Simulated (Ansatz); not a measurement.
# TiSi: the cost of one run

Computed with Ansatz 0.2.0 (DFT r2SCAN, scalar-relativistic, plane waves, PAW, unless a step's input says otherwise).

2 further runs of the same task are left out: 2 set aside as unsound or not needed. Runs told in other sessions of the task aren't counted.

**1. The starting structure**

Symmetry: Cmmm, No. 65, orthorhombic system. Conventional cell: a = 3.626 Å, b = 4.168 Å, c = 3.808 Å, α = 90.00°, β = 90.00°, γ = 90.00°. Ti (site symmetry mmm) is surrounded by 8 Si at 2.63 to 2.82 Å and 4 Ti at 2.76 Å. Si (site symmetry mmm) has 8 Ti at 2.63 to 2.82 Å and 4 Si at 2.76 Å in its first shell of neighbours.

Structure file:

```xyz
8
Lattice="3.6265 0.0000 0.0000 0.0000 7.6155 0.0000 0.0000 0.0000 4.1679" Properties=species:S:1:pos:R:3 pbc="T T T"
Ti    0.0000    3.8077    0.2116
Ti    1.8132    3.8077    2.2955
Ti    1.8132    0.0000    2.2954
Ti    0.0000    0.0000    0.2115
Si    0.0000    5.7116    2.2954
Si    0.0000    1.9039    2.2954
Si    1.8132    1.9039    0.2115
Si    1.8132    5.7116    0.2115
```

This cell was relaxed beforehand with the same method: volume 14.39 Å³/atom, gap on the mesh none (metal).

**2. The reference: the undisturbed cell on the scan's mesh**

Input file input.yaml:

```yaml
crystal:
  lattice:
    - [3.6264976859, 0.0, 0.0]
    - [0.0, 7.6154738009, 0.0]
    - [0.0, 0.0, 4.1678530543]
  atoms:
    - { symbol: Ti, position: [0.0, 0.5, 0.0507583609] }
    - { symbol: Ti, position: [0.5, 0.5, 0.5507531654] }
    - { symbol: Ti, position: [0.5, 0.0, 0.550749358] }
    - { symbol: Ti, position: [0.0, 0.0, 0.0507548577] }
    - { symbol: Si, position: [0.0, 0.7500018709, 0.5507458242] }
    - { symbol: Si, position: [0.0, 0.2499981291, 0.5507458242] }
    - { symbol: Si, position: [0.5, 0.2500038708, 0.0507463049] }
    - { symbol: Si, position: [0.5, 0.7499961292, 0.0507463049] }
basis:
  ecutwfc: 500
kpoints:
  mp_grid: { grid: [12, 6, 10] }
hamiltonian:
  xc: r2scan
scf:
  occupations: { method: gaussian, width: 0.15 }
output:
  forces: true
  stress: true
  eigenvalues: true
  write_density: true
  write_potential: true
  elf: true
  volumetric_format: npy
```

Started as:

```bash
ansatz run input.yaml --threads 2 --pin off --max-ram 5120MiB --backend cpu --events-out ev --progress --plain --runs-dir out
```

What time and memory should one allow on 2 threads of Intel Xeon 6975P-C (Granite Rapids), shared host?

About 29 s, with a peak of 1.1 GiB.
